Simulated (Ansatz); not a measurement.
Born–Oppenheimer molecular dynamics of a periodic cell of 24 atoms, SnO₂ (start crystal SnO2, start structure P4_2/mnm, volume 1.05 times the crystal's). It goes on from the last frame of an earlier run, with new velocities.

The calculation used DFT PBE, scalar-relativistic, plane waves, PAW in Ansatz 0.2.0. Settings: accuracy low, PAW set soft_1, cutoff 420 eV, k mesh 2x2x2, fermi-dirac smearing 0.3 eV, no spin polarisation.

| Item | Value |
| --- | --- |
| ensemble | NVT, Nosé–Hoover chain |
| time step | 1 fs |
| steps asked | 260 |
| set temperature | 2100 K |
| thermostat | time constant 50 fs, chain length 3 |
| seed | 55110 |

First frame:

```xyz
24
Lattice="-4.8429 -4.8429 0.0000 4.8429 -4.8429 0.0000 0.0000 0.0000 6.5202" Properties=species:S:1:pos:R:3
Sn 2.589 -2.140 1.377
Sn 0.170 -4.978 -0.126
O 0.836 -0.607 1.421
O 3.716 -3.875 1.215
O 1.390 -3.298 -0.173
O -1.594 -6.123 -0.103
Sn 2.041 -2.752 4.492
Sn 0.420 -4.983 2.906
O 1.061 -1.139 4.580
O 3.388 -4.459 4.620
O 1.743 -3.532 2.714
O -1.219 -6.725 3.181
Sn -2.586 -2.871 1.611
Sn -0.181 0.101 -0.223
O 1.181 -5.939 1.447
O -0.828 -4.116 1.241
O -3.466 -3.651 -0.063
O -1.456 -1.504 -0.072
Sn -2.102 -2.466 4.765
Sn -0.075 0.337 3.003
O 1.370 -6.106 4.740
O -0.469 -3.658 4.911
O -3.128 -3.614 3.496
O -1.647 -1.668 2.824
```

Q: What does the run give?

A: The run went to its last step.

- steps done: 260
- time covered: 260 fs
- mean temperature over the second half: 2032 K
- spread of the potential energy over the second half: 19.8 meV per atom
- mean potential energy of the second half above the start: -172.9 meV per atom

The conserved energy stayed within 0.43 meV per atom of its start (net change -0.2 meV per atom), so the integration is sound. A run of 0.26 ps of so small a system gives no equilibrium averages. Limits of this set-up: low accuracy level.

Q: What happens to the structure?

A: Mean squared displacements from the first frame to the last, about the centre of mass: Sn 0.28 Å², O 0.26 Å². This is one draw of velocities; another would differ in detail.

Q: How do temperature and energy run in time?

A: 
```
time (fs)  T (K)  potential energy less start (eV)  conserved less start (meV/atom)
        0   2100                             0.000                             0.00
        8   2422                            -0.967                            -0.22
       16   2640                            -1.675                            -0.22
       24   2416                            -1.168                            -0.17
       32   2277                            -0.961                            -0.10
       40   2722                            -2.579                            -0.23
       48   2846                            -3.451                            -0.33
       56   2224                            -2.193                            -0.12
       64   2240                            -2.779                            -0.23
       72   2272                            -3.413                            -0.33
       80   1976                            -2.938                            -0.15
       88   2318                            -4.259                            -0.34
       96   2342                            -4.597                            -0.31
      104   2138                            -4.196                            -0.23
      112   2199                            -4.536                            -0.31
      120   2082                            -4.325                            -0.29
      128   1932                            -3.978                            -0.25
      136   1985                            -4.201                            -0.30
      144   2042                            -4.418                            -0.32
      152   1959                            -4.206                            -0.28
      160   2113                            -4.679                            -0.33
      168   2139                            -4.777                            -0.35
      176   1924                            -4.153                            -0.24
      184   2013                            -4.419                            -0.34
      192   1968                            -4.263                            -0.22
      200   2181                            -4.865                            -0.40
      208   1774                            -3.616                            -0.29
      216   1593                            -3.006                            -0.20
      224   2079                            -4.290                            -0.39
      232   1980                            -3.765                            -0.24
      240   1995                            -3.538                            -0.20
      248   2372                            -4.293                            -0.31
      256   2417                            -4.004                            -0.26
```

Run time: 35 min on 2 threads of Arm Neoverse V1, on a shared host, peak memory 1 GiB.
